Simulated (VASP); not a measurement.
Be, 2 atoms in the cell. The structure is hexagonal, space group P6_3/mmc (No. 194). Conventional cell: a = 2.286 Å, b = 2.286 Å, c = 3.584 Å, α = 90.00°, β = 90.00°, γ = 120.00°. Be (site symmetry -6m2) is surrounded by 12 Be at 2.23 to 2.29 Å. 

* Program: VASP 6.6.1
* Task: relaxation of cell and atoms
* Functional: r2SCAN
* Dispersion: rVV10
* Potentials or basis: VASP PAW PBE potentials, release 64 (Be)
* Cutoff: 600 eV
* k mesh: 21 × 21 × 12
* Occupations: gaussian, width 0.1 eV
* Spin: no spin polarisation
* Further INCAR settings: ALGO = Normal; EDIFF = 1e-07; IBRION = 2; EDIFFG = -0.005; NSW = 90; ISIF = 3

Potentials or basis: VASP PAW PBE potentials, release 64 (Be).

Launch:

```console
$ cat potpaw_PBE.64/Be/POTCAR > POTCAR
$ mpirun -np 1 vasp_std > vasp.out
```

Hardware: 1 thread of AMD EPYC 9R45 (Zen 5), on a shared host.

Task: How long does it take, and how much memory?

Result: It took 4.7 min on 1 thread of AMD EPYC 9R45 (Zen 5) (shared host), peak memory 0.18 GiB. Counts: scf iterations 42, k points 336, ion steps 5.
